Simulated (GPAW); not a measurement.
**zigzag Ru chain, bond 2.823 A: a ladder in the smearing**

Two starts of zigzag Ru chain, bond 2.823 A are run at each rung of the smearing. Which rung is enough?

Program: GPAW 26.7.0. Level of theory: revPBE; plane waves with GPAW's PAW setups, scalar-relativistic. Results are calculated unless marked as measured.

## (1) Starting point

The cell holds 2 atoms: 2 Ru. Its edges and angles: a = 12.000 Å, b = 12.000 Å, c = 3.388 Å, α = 90.0°, β = 90.0°, γ = 90.0°. model lattice. Vacuum lies along a and b. The structure's axis is c.

## (2) Rung 1 (width 0.4 eV), start ferro ++

A wide smearing converges easily but acts like a high temperature on the moments; each rung narrows it.

order1.py reads:

```python
import json
import numpy as np
from ase import Atoms
from ase.parallel import paropen, parprint
from gpaw import GPAW

atoms = Atoms(['Ru', 'Ru'],
    cell=[[12.0, 0.0, 0.0],
         [0.0, 12.0, 0.0],
         [0.0, 0.0, 3.3876]],
    scaled_positions=[[0.4059, 0.5, 0.0],
         [0.5941, 0.5, 0.5]],
    pbc=True,
    magmoms=[1.5, 1.5])
atoms.calc = GPAW(mode={'name': 'pw', 'ecut': 550},
    xc='revPBE',
    kpts={'size': (1, 1, 8), 'gamma': True},
    occupations={'name': 'fermi-dirac', 'width': 0.4},
    convergence={'density': 1e-05, 'energy': 1e-05},
    maxiter=200,
    symmetry={'tolerance': 1e-4},
    txt='order1.txt')
e = atoms.get_potential_energy(force_consistent=True)
res = {'free_energy': e, 'energy_sigma0': atoms.get_potential_energy(), 'fermi_energy': atoms.calc.get_fermi_level()}
res['moments'] = atoms.get_magnetic_moments().tolist()
res['total'] = atoms.get_magnetic_moment()
parprint('site moments (muB):', np.round(res['moments'], 3))
parprint(f"total moment: {res['total']:.3f} muB")
parprint(f'free energy: {e:.6f} eV')
atoms.calc.write('order1.gpw')
with paropen('results.json', 'w') as f:
    json.dump(res, f)
```

Launch:

```sh
OMP_NUM_THREADS=1 python3 order1.py > order1.log
```

What it wrote:

```text
site moments (muB): [1.936 1.936]
total moment: 4.550 muB
free energy: -11.251866 eV

--- order1.txt ---
Input parameters:
  mode=PW(ecut=550),
  convergence={'density': 1e-05, 'energy': 1e-05},
  kpts=MonkhorstPack(size=(1, 1, 8), gamma=True),
  maxiter=200,
  occupations=Occupations(name='fermi-dirac', width=0.4),
  symmetry=Symmetry(tolerance=0.0001),
  xc=XC(name='revPBE')

Diagonalizing LCAO Hamiltonian
Converting LCAO to pw mode
        .----------------------------.
       /|                            |
      / |                            |
     /  |                            |
    /   .----------------------------.
   /   /              Ru            /
  /   /                            /
 *   /                            /
 |  /           Ru               /
 | /                            /
 |/                            /
 *----------------------------*

Atoms  # Å, Bohr magnetons
|   | symbol |        x |        y |        z |    initial magnetic moments |
|---|--------|----------|----------|----------|-----------------------------|
| 0 |     Ru | 4.870800 | 6.000000 | 0.000000 | ( 0.0000,  0.0000,  1.5000) |
| 1 |     Ru | 7.129200 | 6.000000 | 1.693800 | ( 0.0000,  0.0000,  1.5000) |

Unit cell  # Å
| periodic |         x |         y |        z |   lengths |    angles |
|----------|-----------|-----------|----------|-----------|-----------|
|      yes | 12.000000 |  0.000000 | 0.000000 | 12.000000 | 90.000000 |
|      yes |  0.000000 | 12.000000 | 0.000000 | 12.000000 | 90.000000 |
|      yes |  0.000000 |  0.000000 | 3.387600 |  3.387600 | 90.000000 |

Number of symmetries: 4

BZ-sampling:
  Number of BZ points: 8
  Number of IBZ points: 5

  Monkhorst-Pack size: [1, 1, 8]
  Monkhorst-Pack shift: [0.0, 0.0, 0.0625]

Plane wave coefficients: 14349
Cutoff: 550.0 eV

Spin-components: 2 (collinear spins)
Bands:           25
Projectors:      12
Spin-degeneracy: 1
Datatype:        complex128

Parallelization:
  kpt:    1
  domain: 1
  band:   1

Density:
  Valence electrons: 32.0
  Components: 2
  Grid points: [70 70 20]
  Charge: 0.0  # |e|

Potential:
  Grid points: [70 70 20]

[... setups left out ...]
Reference energy: -246501.643973  # eV

eigensolver:
  PPCG
  Converge bands: occupied
  niter=2

density mixing:
  MSR1-Mixer
  Pratt-step length: 0.05
  Maximum mixing coefficient: 0.75
  Old densities: 10
  SVD Regularization: 0.005
  Good broyden scale: 1.0
  Trust region scale: 1.0
  Backstep threshold: 4.0
  History deletion threshold: 6.0
  Fourier metric: weight=20.0, sigma=0.015

occupation numbers:
  Fermi-Dirac:
    width: 0.4000  # eV

poisson solver:
  ecut: 4400.0  # eV

xc functional:
  name: revPBE with 2 nearest neighbor stencil

convergence criteria:
- Maximum integral of absolute [dens]ity change: 1e-05 electrons / valence electron
- Maximum [total energy] change in last 3 cyles: 1e-05 eV / valence electron
- Maximum integral of absolute [eigenst]ate change: 4e-08 eV^2 / valence electron
maximum number of iterations: 200

SCF iterations
|iter     |      energy | eigst |  dens |  magmom |
|---------|-------------|-------|-------|---------|
|iter:   1|       0s |  -11.696953 | +0.32 |       |  +2.9848|
|iter:   2|       6s |  -11.068027 | -0.81 | -0.86 |  +2.9639|
|iter:   3|      11s |   -9.445885 | -0.42 | -0.92 |  +2.8165|
|iter:   4|      17s |   -9.492695 | -1.55 | -1.42 |  +2.8464|
|iter:   5|      22s |   -9.626190 | -1.95 | -1.61 |  +2.9564|
|iter:   6|      28s |   -9.609603 | -2.39 | -1.41 |  +2.9758|
|iter:   7|      33s |  -12.790073 | -1.17 | -1.47 |  +3.0627|
|iter:   8|      39s |   -9.620240 | -1.38 | -0.67 |  +3.0727|
|iter:   9|      44s |   -9.682213 | -2.72 | -1.79 |  +3.2669|
|iter:  10|      51s |   -9.786687 | -2.81 | -1.80 |  +3.7226|
|iter:  11|      56s |   -9.881407 | -3.22 | -1.87 |  +4.3533|
|iter:  12|      62s |   -9.875681 | -3.73 | -2.26 |  +4.3870|
|iter:  13|      68s |   -9.906152 | -4.10 | -2.60 |  +4.6326|
|iter:  14|      73s |   -9.891332 | -4.44 | -2.85 |  +4.5358|
|iter:  15|      79s |   -9.892977 | -5.43 | -3.34 |  +4.5520|
|iter:  16|      85s |   -9.891398 | -5.76 | -3.62 |  +4.5436|
|iter:  17|      90s |   -9.892388 | -6.33 | -3.83 |  +4.5504|
|iter:  18|      96s |   -9.892442 | -6.96 | -4.32 |  +4.5505|
|iter:  19|     101s |   -9.892403c| -7.42c| -4.62 |  +4.5504|
|iter:  20|     104s |   -9.892381c| -7.67c| -4.46 |  +4.5501|
|iter:  21|     108s |   -9.892381c| -7.80c| -5.07c|  +4.5500|

Converged in 21 steps
Energy contributions relative to reference atoms: (reference = -246501.643973)

Energy contributions:
  Kinetic:         -14.280026
  Coulomb:           9.954872
  Zero:             -0.865761
  External:          0.000000
  Xc:               -3.341981
  Entropy:          -2.718971
  Spinorbit:         0.000000
  ----------------------------
  Free energy:     -11.251866
  Extrapolated:     -9.892381

dipole moment: (0.000003, 0.000002, -11.597095)  # |e|*Ang

Total magnetic moment: (0.000000, 0.000000, 4.550042)

Local magnetic moments
|        x |        y |        z |
|----------|----------|----------|
| 0.000000 | 0.000000 | 1.935954 |  # Ru   0
| 0.000000 | 0.000000 | 1.935912 |  # Ru   1

Fermi level: -3.119
Eigenvalues  # (at kpt = [0.000, 0.000, 0.000])
| band index |      eig [eV] | occ [0-1] |      eig [eV] | occ [0-1] |
|------------|---------------|-----------|---------------|-----------|
|          0 |       -75.782 |     1.000 |       -74.405 |     1.000 |
|        ... |               |           |               |           |
|          8 |        -6.224 |     1.000 |        -5.643 |     0.998 |
|          9 |        -6.062 |     0.999 |        -4.985 |     0.991 |
|         10 |        -5.250 |     0.995 |        -4.011 |     0.903 |
|         11 |        -5.111 |     0.993 |        -3.912 |     0.879 |
|         12 |        -4.845 |     0.987 |        -3.343 |     0.636 |
|         13 |        -4.414 |     0.962 |        -2.895 |     0.364 |
|         14 |        -4.375 |     0.959 |        -2.821 |     0.322 |
|         15 |        -4.236 |     0.942 |        -2.685 |     0.253 |
|         16 |        -4.230 |     0.941 |        -2.615 |     0.221 |
|         17 |        -3.927 |     0.883 |        -2.343 |     0.126 |
|         18 |        -3.088 |     0.480 |        -2.089 |     0.071 |
|         19 |        -2.976 |     0.412 |        -1.770 |     0.033 |
|         20 |        -1.249 |     0.009 |        -0.754 |     0.003 |
|         21 |        -0.571 |     0.002 |        -0.252 |     0.001 |
|         22 |         0.778 |     0.000 |         0.893 |     0.000 |
|        ... |               |           |               |           |
|         24 |         1.534 |     0.000 |         1.708 |     0.000 |

No gap
No difference between direct/indirect transitions
```

The job ended after 2 min (1 MPI rank of Intel Xeon Platinum 8259CL at 2.50GHz (Skylake/Cascade Lake), shared host; peak memory 0.46 GiB).

Numbers from this step:

```yaml
magnetization: 4.550 μB
final_state: ferromagnetic
largest_moment: 1.936 μB
```

After 21 cycles the largest moment stands at 1.94 μB.

## (3) Rung 1 (width 0.4 eV), start antiferro +-

The second start gives the energy difference between the two end states, the quantity that is followed up the ladder.

order2.py is the script of step 2 with these lines changed:

```diff
@@ -13,3 +13,3 @@
     pbc=True,
-    magmoms=[1.5, 1.5])
+    magmoms=[1.5, -1.5])
 atoms.calc = GPAW(mode={'name': 'pw', 'ecut': 550},
@@ -21,3 +21,3 @@
     symmetry={'tolerance': 1e-4},
-    txt='order1.txt')
+    txt='order2.txt')
 e = atoms.get_potential_energy(force_consistent=True)
@@ -29,3 +29,3 @@
 parprint(f'free energy: {e:.6f} eV')
-atoms.calc.write('order1.gpw')
+atoms.calc.write('order2.gpw')
 with paropen('results.json', 'w') as f:
```

Launch:

```sh
OMP_NUM_THREADS=1 python3 order2.py > order2.log
```

What it wrote:

```text
site moments (muB): [ 1.593 -1.593]
total moment: 0.000 muB
free energy: -11.172264 eV

--- order2.txt ---
Input parameters:
  mode=PW(ecut=550),
  convergence={'density': 1e-05, 'energy': 1e-05},
  kpts=MonkhorstPack(size=(1, 1, 8), gamma=True),
  maxiter=200,
  occupations=Occupations(name='fermi-dirac', width=0.4),
  symmetry=Symmetry(tolerance=0.0001),
  xc=XC(name='revPBE')

Diagonalizing LCAO Hamiltonian
Converting LCAO to pw mode
        .----------------------------.
       /|                            |
      / |                            |
     /  |                            |
    /   .----------------------------.
   /   /              Ru            /
  /   /                            /
 *   /                            /
 |  /           Ru               /
 | /                            /
 |/                            /
 *----------------------------*

Atoms  # Å, Bohr magnetons
|   | symbol |        x |        y |        z |    initial magnetic moments |
|---|--------|----------|----------|----------|-----------------------------|
| 0 |     Ru | 4.870800 | 6.000000 | 0.000000 | ( 0.0000,  0.0000,  1.5000) |
| 1 |     Ru | 7.129200 | 6.000000 | 1.693800 | ( 0.0000,  0.0000, -1.5000) |

Number of symmetries: 4

BZ-sampling:
  Number of BZ points: 8
  Number of IBZ points: 5

  Monkhorst-Pack size: [1, 1, 8]
  Monkhorst-Pack shift: [0.0, 0.0, 0.0625]

Plane wave coefficients: 14349
Cutoff: 550.0 eV

Spin-components: 2 (collinear spins)
Bands:           24
Projectors:      12
Spin-degeneracy: 1
Datatype:        complex128

Parallelization:
  kpt:    1
  domain: 1
  band:   1

Density:
[...]
|iter:  16|      80s |   -9.592073 | -6.62 | -4.37 |  +0.0000|
|iter:  17|      86s |   -9.592056c| -7.04 | -4.71 |  +0.0000|
|iter:  18|      91s |   -9.592060c| -7.42c| -4.89 |  +0.0000|
|iter:  19|      94s |   -9.592065c| -7.67c| -5.48c|  +0.0000|

Converged in 19 steps
Energy contributions relative to reference atoms: (reference = -246501.643973)

Energy contributions:
  Kinetic:         -15.166351
  Coulomb:          10.730879
  Zero:             -0.861209
  External:          0.000000
  Xc:               -2.715185
  Entropy:          -3.160400
  Spinorbit:         0.000000
  ----------------------------
  Free energy:     -11.172264
  Extrapolated:     -9.592065

dipole moment: (0.000002, 0.000002, -11.598234)  # |e|*Ang

Total magnetic moment: (0.000000, 0.000000, 0.000007)

Local magnetic moments
|        x |        y |         z |
|----------|----------|-----------|
| 0.000000 | 0.000000 |  1.593026 |  # Ru   0
| 0.000000 | 0.000000 | -1.593020 |  # Ru   1

Fermi level: -3.134
Eigenvalues  # (at kpt = [0.000, 0.000, 0.000])
| band index |      eig [eV] | occ [0-1] |      eig [eV] | occ [0-1] |
|------------|---------------|-----------|---------------|-----------|
|          0 |       -75.657 |     1.000 |       -75.657 |     1.000 |
|        ... |               |           |               |           |
|          8 |        -6.022 |     0.999 |        -6.022 |     0.999 |
|          9 |        -5.608 |     0.998 |        -5.608 |     0.998 |
|         10 |        -4.849 |     0.986 |        -4.849 |     0.986 |
|         11 |        -4.731 |     0.982 |        -4.731 |     0.982 |
[...]
|         20 |        -1.010 |     0.005 |        -1.010 |     0.005 |
|         21 |        -0.432 |     0.001 |        -0.432 |     0.001 |
|         22 |         0.841 |     0.000 |         0.841 |     0.000 |
|         23 |         1.072 |     0.000 |         1.072 |     0.000 |

No gap
No difference between direct/indirect transitions
```

The job ended after 1.7 min (1 MPI rank; peak memory 0.46 GiB).

Read from the output:

```yaml
magnetization: 0 μB
final_state: antiferromagnetic
largest_moment: 1.593 μB
```

This start lies +39.8 meV a seeded atom from the first; its largest moment is 1.59 μB.

## (4) Rung 2 (width 0.2 eV), start ferro ++

order1.py is the script of step 2 with these lines changed:

```diff
@@ -17,3 +17,3 @@
     kpts={'size': (1, 1, 8), 'gamma': True},
-    occupations={'name': 'fermi-dirac', 'width': 0.4},
+    occupations={'name': 'fermi-dirac', 'width': 0.2},
     convergence={'density': 1e-05, 'energy': 1e-05},
```

Launch:

```sh
OMP_NUM_THREADS=1 python3 order1.py > order1.log
```

What it wrote:

```text
site moments (muB): [2.47 2.47]
total moment: 5.805 muB
free energy: -10.318752 eV

--- order1.txt ---
Input parameters:
  mode=PW(ecut=550),
  convergence={'density': 1e-05, 'energy': 1e-05},
  kpts=MonkhorstPack(size=(1, 1, 8), gamma=True),
  maxiter=200,
  occupations=Occupations(name='fermi-dirac', width=0.2),
  symmetry=Symmetry(tolerance=0.0001),
  xc=XC(name='revPBE')

Diagonalizing LCAO Hamiltonian
[...]
|         11 |        -5.199 |     1.000 |        -3.758 |     0.982 |
|         12 |        -5.037 |     1.000 |        -3.129 |     0.700 |
[...]
|         21 |        -0.587 |     0.000 |        -0.131 |     0.000 |
|         22 |         0.767 |     0.000 |         0.929 |     0.000 |
|         23 |         0.785 |     0.000 |         1.373 |     0.000 |
|         24 |         1.527 |     0.000 |         1.790 |     0.000 |

No gap
No difference between direct/indirect transitions


[key lines of the parts left out:]
Free energy:     -10.318752
Converged in 17 steps
dipole moment: (0.000005, 0.000002, -11.604888)  # |e|*Ang
Fermi level: -2.960
```

The job ended after 99 s (1 MPI rank; peak memory 0.46 GiB).

This step gave:

```
magnetization  : 5.805 μB
final state    : ferromagnetic
largest moment : 2.470 μB
```

The largest moment moves by +0.53 μB from rung 1, at 0.84 times its CPU time.

## (5) Rung 2 (width 0.2 eV), start antiferro +-

order2.py is the script of step 3 with these lines changed:

```diff
@@ -17,3 +17,3 @@
     kpts={'size': (1, 1, 8), 'gamma': True},
-    occupations={'name': 'fermi-dirac', 'width': 0.4},
+    occupations={'name': 'fermi-dirac', 'width': 0.2},
     convergence={'density': 1e-05, 'energy': 1e-05},
```

Launch:

```sh
OMP_NUM_THREADS=1 python3 order2.py > order2.log
```

What it wrote:

```text
site moments (muB): [ 1.937 -1.937]
total moment: 0.000 muB
free energy: -9.879034 eV

--- order2.txt ---
Input parameters:
  mode=PW(ecut=550),
  convergence={'density': 1e-05, 'energy': 1e-05},
  kpts=MonkhorstPack(size=(1, 1, 8), gamma=True),
  maxiter=200,
  occupations=Occupations(name='fermi-dirac', width=0.2),
  symmetry=Symmetry(tolerance=0.0001),
  xc=XC(name='revPBE')

Diagonalizing LCAO Hamiltonian
[...]
|         10 |        -4.807 |     1.000 |        -4.807 |     1.000 |
|         11 |        -4.741 |     1.000 |        -4.741 |     1.000 |
[...]
|         20 |        -0.979 |     0.000 |        -0.979 |     0.000 |
|         21 |        -0.363 |     0.000 |        -0.363 |     0.000 |
|         22 |         0.859 |     0.000 |         0.859 |     0.000 |
|         23 |         1.117 |     0.000 |         1.117 |     0.000 |

No gap
No difference between direct/indirect transitions


[key lines of the parts left out:]
Free energy:      -9.879034
Converged in 20 steps
dipole moment: (0.000001, 0.000002, -11.601023)  # |e|*Ang
Fermi level: -2.915
```

Wall time 1.8 min (1 MPI rank); peak memory 0.46 GiB.

Numbers from this step:

| Property | Result |
| --- | --- |
| magnetization | 0 μB |
| final state | antiferromagnetic |
| largest moment | 1.937 μB |

This start lies +219.9 meV a seeded atom from the first, a change of +180.1 meV since rung 1; its largest moment is 1.94 μB.

## (6) Rung 3 (width 0.1 eV), start ferro ++

order1.py is the script of step 4 with these lines changed:

```diff
@@ -17,3 +17,3 @@
     kpts={'size': (1, 1, 8), 'gamma': True},
-    occupations={'name': 'fermi-dirac', 'width': 0.2},
+    occupations={'name': 'fermi-dirac', 'width': 0.1},
     convergence={'density': 1e-05, 'energy': 1e-05},
```

Launch:

```sh
OMP_NUM_THREADS=1 python3 order1.py > order1.log
```

What it wrote:

```text
site moments (muB): [2.579 2.579]
total moment: 6.082 muB
free energy: -10.122801 eV

--- order1.txt ---
Input parameters:
  mode=PW(ecut=550),
  convergence={'density': 1e-05, 'energy': 1e-05},
  kpts=MonkhorstPack(size=(1, 1, 8), gamma=True),
  maxiter=200,
  occupations=Occupations(name='fermi-dirac', width=0.1),
  symmetry=Symmetry(tolerance=0.0001),
  xc=XC(name='revPBE')

Diagonalizing LCAO Hamiltonian
[...]
|         11 |        -5.297 |     1.000 |        -3.772 |     1.000 |
|         12 |        -5.109 |     1.000 |        -3.161 |     0.886 |
[...]
|         21 |        -0.615 |     0.000 |        -0.110 |     0.000 |
|         22 |         0.762 |     0.000 |         0.932 |     0.000 |
|         23 |         0.763 |     0.000 |         1.379 |     0.000 |
|         24 |         1.515 |     0.000 |         1.804 |     0.000 |

No gap
No difference between direct/indirect transitions


[key lines of the parts left out:]
Free energy:     -10.122801
Converged in 18 steps
dipole moment: (0.000004, 0.000002, -11.612173)  # |e|*Ang
Fermi level: -2.956
```

The job ended after 1.8 min (1 MPI rank; peak memory 0.46 GiB).

Numbers from this step:

```yaml
magnetization: 6.082 μB
final_state: ferromagnetic
largest_moment: 2.579 μB
```

The largest moment moves by +0.11 μB from rung 2, at 1.1 times its CPU time.

## (7) Rung 3 (width 0.1 eV), start antiferro +-

order2.py is the script of step 5 with these lines changed:

```diff
@@ -17,3 +17,3 @@
     kpts={'size': (1, 1, 8), 'gamma': True},
-    occupations={'name': 'fermi-dirac', 'width': 0.2},
+    occupations={'name': 'fermi-dirac', 'width': 0.1},
     convergence={'density': 1e-05, 'energy': 1e-05},
```

Launch:

```sh
OMP_NUM_THREADS=1 python3 order2.py > order2.log
```

What it wrote:

```text
site moments (muB): [ 1.99 -1.99]
total moment: -0.000 muB
free energy: -9.503299 eV

--- order2.txt ---
Input parameters:
  mode=PW(ecut=550),
  convergence={'density': 1e-05, 'energy': 1e-05},
  kpts=MonkhorstPack(size=(1, 1, 8), gamma=True),
  maxiter=200,
  occupations=Occupations(name='fermi-dirac', width=0.1),
  symmetry=Symmetry(tolerance=0.0001),
  xc=XC(name='revPBE')

Diagonalizing LCAO Hamiltonian
[...]
|         21 |        -0.342 |     0.000 |        -0.342 |     0.000 |
|         22 |         0.873 |     0.000 |         0.873 |     0.000 |
|         23 |         1.123 |     0.000 |         1.123 |     0.000 |

Gap: 0.034 eV
Transition (v -> c):
  (s=0, k=3, n=15, [0.00, 0.00, 0.38]) -> (s=1, k=2, n=16, [0.00, 0.00, 0.25])
Direct/indirect transitions are different
Direct gap: 0.097 eV
Transition at: (s=0->1, k=3, n=15, [0.00, 0.00, 0.38])


[key lines of the parts left out:]
Free energy:      -9.503299
Converged in 21 steps
dipole moment: (0.000004, 0.000002, -11.600717)  # |e|*Ang
Fermi level: -2.870
```

It took 1.9 min on 1 MPI rank; peak memory 0.46 GiB.

This step gave:

```yaml
magnetization: 0 μB
final_state: antiferromagnetic
largest_moment: 1.990 μB
```

This start lies +309.8 meV a seeded atom from the first, a change of +89.9 meV since rung 2; its largest moment is 1.99 μB.

[end of part 1 of 2]

[Logs and program files are shortened in this print: banners, set-up blocks, solver, clock and traceback lines can be left out without a mark of their own.]

[Logs are printed without paths, hosts, clocks, repeated set-up lines and the standing remarks that a program may print on its own settings, such as how far it seeks lower states.]

[Hosts, paths, dates, database ids (printed as entryN), source tags and the programs' standing remarks are cut or masked in the printed files.]

[Where a cell is said to come from a database of computed structures, the database is the Materials Project.]
